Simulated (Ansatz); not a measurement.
**KF: an elastic constant from a strain scan**

All numbers below come from DFT r2SCAN, scalar-relativistic, plane waves, PAW in Ansatz 0.2.0. The runs took a 500 eV cutoff, a Γ-centred 8×8×8 mesh and Gaussian smearing (0.05 eV). No spin polarisation. Energies are free energies at this smearing, counted from the undisturbed cell; pressure is positive in compression.

Zero of the scan (as given, not relaxed at this level; it stands at -0.5 GPa):

```
K F
1.0
     0.00000    2.67350    2.67350
     2.67350    0.00000    2.67350
     2.67350    2.67350    0.00000
K F
1 1
Cartesian
  0.0000 0.0000 0.0000
  2.6735 2.6735 2.6735
```

The cell is strained by ε times the Voigt pattern (1, 1, 0, 0, 0, 0) (xx, yy, zz, yz, xz, xy; engineering shear) with fractional coordinates fixed. The cell holds 2 atoms in V0 = 38.22 Å³. The stress column is τ = (1/V0) dE/dε, got from the stress tensor σ (compression positive) at each point as −det(1 + εP) σ : P(1 + εP)⁻¹, with P the pattern as a tensor.

```csv
ε,ΔE (meV/atom),τ (GPa)
-0.0200,1.802,-2.778
-0.0150,0.461,-1.712
-0.0100,-0.257,-0.714
-0.0050,-0.401,0.222
0.0000,0.000,1.099
0.0050,0.894,1.919
0.0100,2.271,2.686
0.0150,4.091,3.402
0.0175,5.153,3.743
0.0200,?,?
```

Problem. Which combination of elastic constants does this scan measure, and how large is it?

Solution. For small ε, τ = τ0 + Kε with K = pᵀCp, which for this pattern is 2(C11 + C12) in the cubic axes. The parabola through τ at ε = -0.0050, 0 and 0.0050 has slope K = 170 GPa at zero. The energies per cell, E = NΔE, of the same two points give K = 2[E(ε₊)/ε₊ − E(ε₋)/ε₋]/[(ε₊ − ε₋)V0] = 165 GPa, in agreement.

Problem. Predict the withheld row at ε = 0.0200 from the harmonic law, and compare.

Solution. ΔE = V0(τ0 ε + Kε²/2)/N = 6.669 meV/atom and τ = 4.49 GPa. The calculation gives 6.320 meV/atom and 4.07 GPa: the energy lies 5 % below the harmonic value, as bonds soften when stretched.